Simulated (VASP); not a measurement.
Crystal: GaN.

```xyz
4
Lattice="3.1802 0.0000 0.0000 -1.5901 2.7542 0.0000 0.0000 0.0000 5.1832" Properties=species:S:1:pos:R:3 pbc="T T T"
Ga    0.0000    1.8361    5.1793
Ga    1.5901    0.9181    2.5877
N     0.0000    1.8361    1.9476
N     1.5901    0.9181    4.5393
```

Program: VASP 6.6.1. Alike in all runs: task band structure; potentials or basis VASP PAW PBE potentials, release 64 (Ga_d, N); no spin polarisation; cell as given; k mesh 6 × 6 × 3; cutoff (eV) 520; smearing gaussian 0.03 eV.

Order these runs on this cell by their band gap on the k mesh, lowest first.
A. level PBE
B. level PBE0; exchange at q = 0 truncated
C. level HSE06; screening parameter 0.2 1/A

A (1.95 eV), C (3.25 eV), B (3.93 eV).
